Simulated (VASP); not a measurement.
Set up this calculation in VASP 6.6.1, as the native input.

```
Task                   : dielectric tensor
Functional             : PBE
Potentials or basis    : VASP PAW PBE potentials, release 64 (Mg, O)
Cutoff                 : 520 eV
k mesh                 : 9 × 9 × 4
Occupations            : gaussian, width 0.01 eV
Spin                   : no spin polarisation
Dipole correction      : no
Further INCAR settings : ALGO = Normal; EDIFF = 1e-08
```

The structure of MgO lies in POSCAR:

```
MgO
1.0
    2.9230552965      0.0000000000      0.0000000000
   -1.4615276483      2.5314401435      0.0000000000
    0.0000000000      0.0000000000      5.0921016501
Mg O
2 2
Direct
    0.0000000000      0.0000000000      0.0000000000
    0.0000000000      0.0000000000      0.5000000000
    0.3333333333      0.6666666667      0.2500000000
    0.6666666667      0.3333333333      0.7500000000
```

The cell was built by a generator and needn't be a form met in nature.

One way to write it, as run:

INCAR

```
ALGO = Normal
EDIFF = 1E-8
ENCUT = 520
GGA = PE
ISIF = 2
ISMEAR = 0
LASPH = True
LCHARG = False
LEPSILON = True
LREAL = False
LWAVE = False
NELM = 100
PREC = Accurate
SIGMA = 0.01
```

KPOINTS

```
k-points
0
Gamma
  9 9 4
```

Potentials or basis: VASP PAW PBE potentials, release 64 (Mg, O).

Launch:

```console
$ cat potpaw_PBE.64/Mg/POTCAR potpaw_PBE.64/O/POTCAR > POTCAR
$ mpirun -np 1 vasp_std > vasp.out
```

It gave:

- Band gap on the k mesh: 4.45 eV, direct
- Electronic dielectric tensor (diagonal): 3.11, 3.11, 3.19
- Born charges (mean of the diagonal): Mg +1.97; O -1.97 e

Run time: 110 s on 1 thread of Intel(R) Xeon(R) Platinum 8488C (Sapphire Rapids), on a shared host, peak memory 0.24 GiB.
